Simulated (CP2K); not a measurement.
Runs of CP2K 2026.2 on FeO (Wuestite). It takes space group Fm-3m (No. 225, cubic). Conventional cell: a = 4.311 Å, b = 4.311 Å, c = 4.311 Å, α = 90.00°, β = 90.00°, γ = 90.00°. Fe (site symmetry m-3m) is surrounded by 6 O at 2.16 Å. Around O (site symmetry m-3m) lie 6 Fe at 2.16 Å. 

| task | level | potentials or basis | smearing | EPS_DEFAULT | MIXING METHOD | MIXING ALPHA | NBUFFER | NGRIDS | gap on the mesh (eV) | pressure (GPa) | moment (μB) |
| --- | --- | --- | --- | --- | --- | --- | --- | --- | --- | --- | --- |
| single point | PBEsol | POTENTIAL_UZH Fe GTH-PBE-q16, O GTH-PBE-q6; TZVP-MOLOPT-PBE-GTH basis | fermi-dirac 0.05 eV | 1.0E-10 | PULAY_MIXING | 0.4 | 6 | 4 | none | (a) | 4.00 |
| band structure | LDA | GTH_POTENTIALS Fe GTH-PADE-q16, O GTH-PADE-q6; TZVP-MOLOPT-PBE-GTH basis | fermi-dirac 0.05 eV | 1.0E-9 | BROYDEN_MIXING | 0.2 | 10 | 5 | none | -15.2 | 4.00 |
| band structure | PBEsol | POTENTIAL_UZH Fe GTH-PBE-q16, O GTH-PBE-q6; TZVP-MOLOPT-PBE-GTH basis | fermi-dirac 0.1 eV | 1.0E-9 | BROYDEN_MIXING | 0.2 | 10 | 4 | none | -7.4 | 4.00 |
| band structure | PBE | POTENTIAL_UZH Fe GTH-PBE-q16, O GTH-PBE-q6; TZVP-MOLOPT-PBE-GTH basis | fermi-dirac 0.05 eV | 1.0E-9 | BROYDEN_MIXING | 0.2 | 10 | 5 | none | 0.4 | 4.00 |

Alike in all rows: spin collinear, ferromagnetic start; cell as given; k mesh 11 × 11 × 11.

**Question.** Estimate the missing entries.

**Answer.** (a) -7.6.

Caveats: the basis of atomic orbitals isn't converged, which shifts pressures, moduli and gaps; a cell with one magnetic atom can't hold antiferromagnetic order, which such compounds often take; semilocal functionals often make such compounds metallic where correlation or magnetic order opens a gap, which also shifts bond lengths; the potentials were made for another functional, which shifts forces and pressure (some runs); so large a pressure means that the cell lies far from this level's equilibrium, or that cutoff or potentials fall short (some runs).

A k mesh can miss the band edges.

A gap of «none» marks a metal or a gap under the smearing width.

Not every run made on this cell is shown here.
